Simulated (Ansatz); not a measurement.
# How BaZrO3 absorbs and reflects light

Aim: the dielectric function of BaZrO3, and the optical constants that follow from it.

Method: DFT, PBEsol, plane-wave PAW, default files, scalar-relativistic, independent-particle optical response without local fields, in Ansatz 0.2.0.

## Step 1: Set-up

Symmetry: Pm-3m, No. 221, cubic system. The conventional cell has a = 4.191 Å, b = 4.191 Å, c = 4.191 Å, α = 90.00°, β = 90.00°, γ = 90.00°. Nearest to Ba lie 12 O at 2.96 Å. Nearest to Zr lie 6 O at 2.10 Å. Nearest to O lie 2 Zr at 2.10 Å and 4 Ba at 2.96 Å. Farther neighbours and most contacts between anions are not listed.

## Step 2: Ground state and bands

The self-consistent density comes first; it also tells whether there is a gap, which decides the occupations and the need for a Drude term.

This step: DFT, PBEsol, plane-wave PAW, default files, scalar-relativistic, ground state (Ansatz 0.2.0).

Contents of input.yaml:

```yaml
crystal:
  lattice:
    - [4.19134, 0.0, 0.0]
    - [0.0, 4.19134, 0.0]
    - [0.0, 0.0, 4.19134]
  atoms:
    - { symbol: Ba, position: [0.0, 0.0, 0.0] }
    - { symbol: Zr, position: [0.5, 0.5, 0.5] }
    - { symbol: O, position: [0.5, 0.5, 0.0] }
    - { symbol: O, position: [0.5, 0.0, 0.5] }
    - { symbol: O, position: [0.0, 0.5, 0.5] }
kpoints:
  mp_grid: { grid: [6, 6, 6] }
  band_path:
    path:
      - [[0.0, 0.0, 0.0], [0.0, 0.5, 0.0], [0.5, 0.5, 0.0], [0.0, 0.0, 0.0], [0.5, 0.5, 0.5], [0.0, 0.5, 0.0]]
      - [[0.5, 0.5, 0.0], [0.5, 0.5, 0.5]]
    npoints: 8
scf:
  occupations: { method: fermi_dirac, width: 0.05 }
  n_extra_bands: 9
hamiltonian:
  xc: pbesol
  pseudopotentials: { kind: paw }
output:
  forces: true
  stress: true
  populations: true
  write_bands: true
```

Started as:

```console
ansatz run input.yaml --threads 4 --pin off --max-ram 8192MiB --backend cpu --events-out ev --progress --plain --runs-dir out
```

Numbers of over 12 decimals in the logs are rounded to 6 here.

The log of the run:

```text
scf.n_extra_bands = 9 over 20 filled bands (N_el = 40.0): the run solves 29 bands
Engine: ansatz 0.2.0, x86_64-unknown-linux-gnu
Pseudopotentials: kind: paw
Pseudopotential: Ba, paw, valence charge 10, recommended cutoff 420 eV (normal), Ba.paw.azcp
Pseudopotential: Zr, paw, valence charge 12, recommended cutoff 420 eV (normal), Zr.paw.azcp
Pseudopotential: O, paw, valence charge 6, recommended cutoff 420 eV (normal), O.paw.azcp
Functional definition: PBEsol
  exchange = pbesol_x
  correlation = pbesol_c
Crystal: 5 atoms, lattice volume = 73.631 Å³
Basis set: ecut = 420 eV, 1419 PW (Γ), exchange–correlation on 60×60×60 points (8 copies of the dense FFT grid, shifted against one another)
Bands: 29, of which v1, the nominal top of the filled ones, is band 20 counted from 1 (19 counted from 0)
Symmetry: 48 space group operations
Space group: Pm-3m (ITA 221), of the structure as read, at distance tolerance 4.2e-5 Å
k-points: 20 of 216
Non-local potential: Ba, projectors of the file, l = 0: 3, l = 1: 2, l = 2: 2, l = 3: 2
Non-local potential: Zr, projectors of the file, l = 0: 3, l = 1: 2, l = 2: 2, l = 3: 2
Non-local potential: O, projectors of the file, l = 0: 2, l = 1: 2, l = 2: 1
PAW form: soft (Blöchl's): semilocal exchange-correlation on the pseudo side does not see the compensation charge
PAW frozen core: Ba, regenerated for the run's functional, and the local potential with it (the file was generated under x = pbe(κ = 0.804, μ = 0.219515), c = pbe(β = 0.066725))
PAW frozen core: Zr, regenerated for the run's functional, and the local potential with it (the file was generated under x = pbe(κ = 0.804, μ = 0.219515), c = pbe(β = 0.066725))
PAW frozen core: O, regenerated for the run's functional, and the local potential with it (the file was generated under x = pbe(κ = 0.804, μ = 0.219515), c = pbe(β = 0.066725))
PAW one-centre angular grid: Ba, 194 points (default); XC on 64 Gauss nodes
PAW one-centre angular grid: Zr, 590 points (default); XC on 64 Gauss nodes
PAW one-centre angular grid: O, 110 points (default); XC on 64 Gauss nodes
Initial density: superposition of atomic densities (neutral atoms: chi_scale 0, normalization atom), corrected by the library's trained network
Initial wavefunctions: pseudopotential atomic-orbital guess
Functional: x = pbesol(κ = 0.804, μ = 0.123457), c = pbesol(β = 0.046)
SCF iter   1: F=—  HF=-11683.029864 eV  |F-HF|=—  |Δ(HF+E_count)|=         —  Δρ=1.56e-2  dr2=1.53e-1  ethr=1.77e-3  ⟨swp⟩=8.2  Hψ=3274  notcnv=0  defer=5
preconditioner: auto → Resta (q_TF=auto, 2.464 Å⁻¹)  ε∞=3.4  [insulator: Δε(μ)=2.919 eV  Ē_g=17.086 eV  σ=0.050 eV  W_gap=1.00  n_scr=18 (ndim 8)  ℏωp=26.7 eV  f_vac=0.000  D(μ)=0.00/eV (n_scr^D=0)  ε∞_Penn≈3.4]
SCF iter   2: F=—  HF=-11682.994456 eV  |F-HF|=—  |Δ(HF+E_count)|=   3.54e-2  Δρ=4.76e-3  dr2=1.81e-2  ethr=3.83e-4  ⟨swp⟩=2.5  Hψ=1038  notcnv=0  defer=46
SCF iter   3: F=—  HF=-11682.990740 eV  |F-HF|=—  |Δ(HF+E_count)|=   3.72e-3  Δρ=1.00e-3  dr2=3.67e-4  ethr=4.53e-5  ⟨swp⟩=2.0  Hψ=794  notcnv=0  defer=47
SCF iter   4: F=—  HF=-11682.990722 eV  |F-HF|=—  |Δ(HF+E_count)|=   1.87e-5  Δρ=2.77e-4  dr2=5.36e-5  ethr=9.17e-7  ⟨swp⟩=2.0  Hψ=911  notcnv=0  defer=47
SCF iter   5: F=—  HF=-11682.990719 eV  |F-HF|=—  |Δ(HF+E_count)|=   2.66e-6  Δρ=4.25e-5  dr2=1.53e-6  ethr=1.34e-7  ⟨swp⟩=2.0  Hψ=717  notcnv=0  defer=47
SCF iter   6: F=-11682.990719 eV  HF=-11682.990719 eV  |F-HF|=8.28e-9  |Δ(HF+E_count)|=   5.16e-7  Δρ=6.51e-6  dr2=4.52e-8  ethr=2.50e-10  ⟨swp⟩=11.3  Hψ=3419  notcnv=0
SCF 1 converged in 6 iterations: F = -11682.990719 eV  dr2 = 4.52e-8
  greatest PAW one-centre occupation: 0.996 electrons in one spin orbital (limit 2), on the Zr atom at site 1 (counted from 0), in its partial waves of l = 0
NSCF: frozen V_eff on 50 k-points
SCF converged after 6 iterations
Free energy (F): -11682.990719 eV
Harris-Foulkes:  -11682.990719 eV  (|F-HF|=8.28e-9)
Internal energy: -11682.990719 eV  (E = F + TS)
E sigma→0 (E₀):  -11682.990719 eV
Fermi energy:    11.280156 eV
--- Per-component energies (eV) ---
  E_band       = -95.698663
  E_kinetic    = 1030.523993
  E_local      = -1937.369596  (includes V_loc(G=0)·N_el)
  E_nonlocal   = 279.789259
  E_hartree    = 683.168803
  E_xc         = -550.010956
  E_vxc        = -611.810205  (∫ρ·V_xc dr)
  E_paw        = -8495.745578  (= ΣΔE_a)
  E_vpaw       = -223.183874  (= ΣTr[D̂ρ^β])
  E_aug_tail   = 0.007330  (compensation charges beyond the density's cutoff)
  E_ewald      = -2693.776990
  E_core_change = 0.423017  (= ΣΔE_core)
  E_smearing   = -0.000000  (= −TS)
  E_closure    = -0.000000  (closes the sum)
  Σ components = -11682.990719   (vs F -11682.990719, Δ=0.00e0)
--- Forces (eV/Å), atoms counted from 1 ---
  atom   1  Ba    -0.00000000    -0.00000000     0.00000000
  atom   2  Zr     0.00000000    -0.00000000    -0.00000000
  atom   3  O      0.00000000     0.00000000     0.00000000
  atom   4  O      0.00000000    -0.00000000     0.00000000
  atom   5  O      0.00000000    -0.00000000    -0.00000000
  max |Σ_I F_I| component: 5.06e-29 eV/Å
--- Stress (GPa, compression-positive) ---
       -1.230540      -0.000000      -0.000000
        0.000000      -1.230540      -0.000000
        0.000000      -0.000000      -1.230540
  P = ⅓ Tr σ = -1.2305 GPa (-12.305 kbar)
--- Band table (eV; the first three rows and the last of 20) ---
  k-point 0: bands = [... 16 lower, 8.6585, 9.4802, 9.4802, 9.4802, 12.8308, 12.8308, 12.8308, 14.3130, ... 5 higher]
  k-point 1: bands = [... 16 lower, 8.4702, 8.8199, 9.3927, 9.3927, 12.9136, 13.4412, 13.4412, 14.7375, ... 5 higher]
  k-point 2: bands = [... 16 lower, 8.1128, 8.1428, 9.2849, 9.2849, 13.0993, 14.6653, 14.6653, 15.6237, ... 5 higher]
  k-point 19: bands = [... 16 lower, 7.1578, 9.6732, 9.6732, 9.6732, 15.6663, 15.6663, 15.6663, 16.6640, ... 5 higher]
--- Löwdin populations: 5 sites ---
  site symbol       q [e]
     0     Ba      8.2103
     1     Zr     10.8209
     2      O      6.8585
     3      O      6.8585
     4      O      6.8585
  spilling = 0.009837 (of n_electrons = 40.000000)
```

Elapsed: 3.4 s, on 4 threads of AMD EPYC (Zen 3), shared host; peak memory 0.44 GiB; 10 s of CPU time.

Read-outs, printed or worked out from the files:

* free energy: -11682.9907 eV
* Fermi energy: 11.28 eV
* gap by band count: 3.158 eV
* electrons: 40
* symmetry operations: 48
* pressure: -1.231 GPa
* gap on the k-mesh: 3.158 eV
* volume: 73.63 Å³
* gap on the path: 3.158 eV
* least direct gap on the path: 3.351 eV

There is a gap, 3.16 eV on the path, so no carriers' term is needed. The cell is left with a pressure of -1.2 GPa, as it stands unrelaxed at this level.

The electronic bands at the labelled points (eV, zero at the Fermi level; v1 is the highest filled band, c1 the lowest empty one):

```csv
point,v4,v3,v2,v1,c1,c2,c3,c4
Γ,-2.62,-1.80,-1.80,-1.80,1.55,1.55,1.55,3.03
halfway,-2.98,-2.88,-1.95,-1.95,1.72,2.76,2.76,3.89
X,-3.35,-3.28,-2.03,-2.03,1.93,4.09,4.09,4.84
halfway,-2.91,-2.70,-2.26,-2.05,3.00,4.07,4.25,5.54
M,-2.52,-2.52,-2.38,-1.66,4.08,4.08,4.87,4.92
halfway,-3.00,-2.59,-2.16,-2.12,2.83,2.92,3.19,4.78
Γ,-2.62,-1.80,-1.80,-1.80,1.55,1.55,1.55,3.03
halfway,-3.66,-2.30,-2.30,-2.14,3.35,3.35,3.62,5.39
R,-4.12,-1.61,-1.61,-1.61,4.39,4.39,4.39,5.38
halfway,-3.60,-2.43,-2.15,-2.04,3.63,4.29,4.43,5.60
X,-3.35,-3.28,-2.03,-2.03,1.93,4.09,4.09,4.84
jump to M,-2.52,-2.52,-2.38,-1.66,4.08,4.08,4.87,4.92
halfway,-3.93,-2.09,-2.09,-1.63,4.39,4.39,4.69,5.17
R,-4.12,-1.61,-1.61,-1.61,4.39,4.39,4.39,5.38
```

## Step 3: Spectrum

The spectrum is a sum over vertical transitions between filled and empty bands at the fixed density, so many empty bands are needed.

This step: DFT, PBEsol, plane-wave PAW, default files, scalar-relativistic, independent-particle optical response without local fields (Ansatz 0.2.0).

input.yaml, the sections that differ from step 2:

```yaml
kpoints:
  mp_grid: { grid: [6, 6, 6] }
scf:
  occupations: { method: fixed }
output:
  optics:
    e_range: [0, 14]
    de: 0.05
    sigma: 0.1
    nscf_kmesh: { grid: [6, 6, 6] }
    bands: { spectra_wanted_up_to: 14 }
# crystal, hamiltonian: as in step 2
```

The log of the run:

```text
[...]
Crystal: 5 atoms, lattice volume = 73.631 Å³
Basis set: ecut = 420 eV, 1419 PW (Γ)
Bands: 25, of which v1, the nominal top of the filled ones, is band 20 counted from 1 (19 counted from 0)
Symmetry: 48 space group operations
[...]
k-points: 20 of 216
[...]
SCF iter   1: F=—  HF=-11683.030079 eV  |F-HF|=—  |Δ(HF+E_count)|=         —  Δρ=1.60e-2  dr2=1.63e-1  ethr=1.77e-3  ⟨swp⟩=4.5  Hψ=2147  notcnv=0  defer=45
[...]
SCF iter   9: F=-11682.990652 eV  HF=-11682.990652 eV  |F-HF|=3.64e-12  |Δ(HF+E_count)|=  1.27e-11  Δρ=2.08e-8  dr2=1.59e-13  ethr=1.00e-12  ⟨swp⟩=8.9  Hψ=2221  notcnv=0
SCF 1 converged in 9 iterations: F = -11682.990652 eV  dr2 = 1.59e-13
[...]
NSCF: frozen V_eff on 20 k-points
output.optics: what the bands over the 47 summed would add to eps1, eps2 and the energy-loss function is held between a lower and an upper bound (12 Lanczos steps). eps1, eps2 and their loss function (loss_summed_bands) are given on every row as the summed bands alone make them. Along an axis, on a row where the two bounds hold the loss function to about 1 % of the greater of itself and 0.5 % of |1/eps|, its cell (loss_completed) is given, with the completed eps1 and eps2 that it is formed of (a cell that is left empty reads nan in the table and null in the record). The two bounds hold it so along every axis on all 281 rows up to 14.000 eV. [rest of the remark cut]
SCF converged after 9 iterations
Free energy (F): -11682.990652 eV
[...]
Internal energy: -11682.990652 eV  (E = F + TS)
E sigma→0 (E₀):  -11682.990652 eV
Fermi energy:    9.673122 eV
[...]
--- Band table (eV; the first three rows and the last of 20) ---
  k-point 0: bands = [... 16 lower, 8.6584, 9.4801, 9.4801, 9.4801, 12.8306, 12.8306, 12.8306, 14.3130, ... 1 higher]
  k-point 1: bands = [... 16 lower, 8.4701, 8.8198, 9.3926, 9.3926, 12.9135, 13.4411, 13.4411, 14.7375, ... 1 higher]
  k-point 2: bands = [... 16 lower, 8.1127, 8.1427, 9.2848, 9.2848, 13.0991, 14.6652, 14.6652, 15.6237, ... 1 higher]
  k-point 19: bands = [... 16 lower, 7.1577, 9.6731, 9.6731, 9.6731, 15.6664, 15.6664, 15.6664, 16.6638, ... 1 higher]
```

Run time: 24 s. Hardware: 4 threads; peak memory 0.82 GiB; 87 s of CPU time.

Numbers from this step:

* electronic dielectric constant ε∞, mean over x, y and z (by symmetry where fewer were run): 5.090
* absorption onset, first axis (α over 10⁴ cm⁻¹, or the direct gap if that lies higher): 3.408 eV
* main peak of Im epsilon, first axis: 6.241 eV
* photocurrent from vertical transitions in a film 500 nm thick on a perfect mirror (two passes), AM1.5G, no front reflection, all carriers collected: 0.5846 mA/cm²
* least direct gap on the mesh: 3.351 eV
* bands summed: 47
* spectra valid up to: 17.23 eV
* program's estimate of the k-sum error in Im epsilon: 0.21 %
* electrons in the f-sum: 26.04

The Im ε, any direction has structure finer than the step of the table below, so its rows give means over 0.5 eV, whole bins alone (the curve runs from 0 to 14 eV). Peaks (eV: height): 6.25: 9.68, 7.95: 7.69, 9.40: 7.15.

The Im ε, any direction by photon energy; means over each step:

```csv
photon energy (eV),"Im ε, any direction"
3.0,5.8e-4
3.5,0.287
4.0,1.13
4.5,2.54
5.0,3.79
5.5,5.10
6.0,7.30
6.5,6.43
7.0,2.91
7.5,4.06
8.0,6.95
8.5,4.61
9.0,5.00
9.5,6.84
10.0,5.64
10.5,4.04
11.0,2.69
11.5,2.11
12.0,1.33
12.5,1.20
13.0,0.986
13.5,0.896
```

Re ε, any direction against photon energy:

```csv
photon energy (eV),"Re ε, any direction"
0.0,5.09
0.5,5.11
1.0,5.17
1.5,5.28
2.0,5.45
2.5,5.71
3.0,6.13
3.5,6.98
4.0,7.63
4.5,8.00
5.0,7.70
5.5,7.12
6.0,7.13
6.5,0.371
7.0,2.89
7.5,5.31
8.0,2.84
8.5,2.16
9.0,3.13
9.5,1.04
10.0,-0.685
10.5,-1.76
11.0,-1.19
11.5,-1.01
12.0,-0.567
12.5,0.135
13.0,0.306
13.5,0.930
14.0,0.975
```

Refractive index n and extinction k against photon energy:

```csv
photon energy (eV),n,k
0.0,2.26,0
0.5,2.26,0
1.0,2.27,0
1.5,2.30,0
2.0,2.33,0
2.5,2.39,0
3.0,2.48,0
3.5,2.64,0.0539
4.0,2.77,0.210
4.5,2.86,0.447
5.0,2.85,0.664
5.5,2.82,0.924
6.0,2.92,1.18
6.5,1.82,1.72
7.0,1.86,0.744
7.5,2.43,0.786
8.0,2.35,1.63
8.5,1.89,1.19
9.0,2.09,1.12
9.5,2.01,1.73
10.0,1.56,1.77
10.5,1.16,1.76
11.0,0.913,1.42
11.5,0.823,1.30
12.0,0.640,0.988
12.5,0.831,0.745
13.0,0.834,0.624
13.5,1.06,0.435
14.0,1.10,0.484
```

The reflectivity at normal incidence, any direction has structure finer than the step of the table below, so its rows give means over 0.5 eV, whole bins alone (the curve runs from 0 to 14 eV). Peaks (eV: height): 6.30: 36.8, 8.05: 32.6, 10.55: 40.6.

Reflectivity at normal incidence, any direction against photon energy; means over each step:

photon energy (eV), reflectivity at normal incidence, any direction (%) and a bar from the least value:
```
      0.5       15.0 #########
      1.0       15.1 #########
      1.5       15.5 #########
      2.0       16.0 ##########
      2.5       16.8 ##########
      3.0       18.1 ############
      3.5       20.3 #############
      4.0       22.4 ###############
      4.5       24.3 #################
      5.0       25.4 ##################
      5.5       26.9 ###################
      6.0       31.0 #######################
      6.5       31.3 #######################
      7.0       15.9 ##########
      7.5       21.8 ###############
      8.0       31.0 #######################
      8.5       23.8 ################
      9.0       23.8 ################
      9.5       33.0 ########################
     10.0       36.3 ###########################
     10.5       39.5 ##############################
     11.0       35.6 ###########################
     11.5       33.6 #########################
     12.0       28.7 #####################
     12.5       15.9 ##########
     13.0       10.8 #####
     13.5        4.7
```

Values under 1 per cm are given as 1. Absorption coefficient, any direction against photon energy:

```csv
photon energy (eV),"absorption coefficient, any direction (1/cm)"
0.000,1
0.500,1
1.000,1
1.500,1
2.000,1
2.500,1
3.000,1
3.500,19110
4.000,85333
4.500,2.0e5
5.000,3.4e5
5.500,5.1e5
6.000,7.1e5
6.500,1.1e6
7.000,5.3e5
7.500,6.0e5
8.000,1.3e6
8.500,1.0e6
9.000,1.0e6
9.500,1.7e6
10.000,1.8e6
10.500,1.9e6
11.000,1.6e6
11.500,1.5e6
12.000,1.2e6
12.500,9.4e5
13.000,8.2e5
13.500,6.0e5
14.000,6.9e5
```

Optical constants at common wavelengths, from n + ik = √ε:

```csv
wavelength (nm),n,k,R (%),1/α
1064,2.28,0.000,15.2,over 1 mm
633,2.33,0.000,16.0,over 1 mm
450,2.43,0.000,17.4,over 1 mm
405,2.49,0.000,18.2,over 1 mm
308,2.77,0.214,22.3,114 nm
248,2.85,0.664,25.3,30 nm
193,2.03,1.845,35.5,8.3 nm
```

Rows near the edge hang on the gap, which this functional as a rule makes too small, and phonon-assisted absorption is left out.

Through 1 µm of it, D65 light comes out colourless, dimmed by reflection (x = 0.315, y = 0.331; 72 % transmitted).

The f-sum over the summed bands holds 26.0 of the cell's 40 electrons outside the frozen cores, 16 of which lie in bands more than 12 eV below the Fermi level, whose transitions come at higher energies. Up to 14 eV the strength has a mean oscillator energy of 7.8 eV, and these transitions give 80 % of ε∞ − 1 along x; the rest comes from higher ones.

## Step 4: Outcome

```
gap on the path                                                                                                                                     : 3.16 eV
least direct gap on the path                                                                                                                        : 3.35 eV
electronic dielectric constant ε∞, mean over x, y and z (by symmetry where fewer were run) (independent particles)                                  : 5.09
absorption onset, first axis (α over 10⁴ cm⁻¹, or the direct gap if that lies higher)                                                               : 3.41 eV
main peak of Im epsilon, first axis                                                                                                                 : 6.24 eV
photocurrent from vertical transitions in a film 500 nm thick on a perfect mirror (two passes), AM1.5G, no front reflection, all carriers collected : 0.585 mA/cm²
```

In words: At this level (PBEsol, independent particles) BaZrO3 has ε∞ = 5.09 and n = 2.27 at 1550 nm; absorption sets in near 3.4 eV, and Im ε peaks at 6.2 eV. The gap is indirect (3.16 eV), so absorption without phonons can begin only at the direct gap of 3.35 eV. The absorption coefficient passes 10⁴ cm⁻¹ at 3.41 eV, in the ultraviolet, so the visible is passed. Distinct maxima of Im ε, read by a parabola through the highest points, lie at 6.24 eV (9.7), 7.97 eV (7.7) and 9.39 eV (7.2). The f-sum over the summed bands holds 26.0 of the cell's 40 electrons outside the frozen cores, 16 of which lie in bands more than 12 eV below the Fermi level, whose transitions come at higher energies. Up to 14 eV the strength has a mean oscillator energy of 7.8 eV, and these transitions give 80 % of ε∞ − 1 along x; the rest comes from higher ones. Through 1 µm of it, D65 light comes out colourless, dimmed by reflection (x = 0.315, y = 0.331; 72 % transmitted). Excitons and phonon-assisted transitions are missing, and so are local fields; PBEsol gaps are as a rule too small, which pulls the onset down and ε∞ up. In the base run ε includes the program's bounded estimate of what the bands above those summed add. Spin-orbit coupling is left out although heavy atoms are present.

[Logs are printed without paths, hosts, clocks, repeated set-up lines and the standing remarks that a program may print on its own settings, such as how far it seeks lower states.]

[Hosts, paths, dates, database ids (printed as entryN), source tags and the programs' standing remarks are cut or masked in the printed files.]
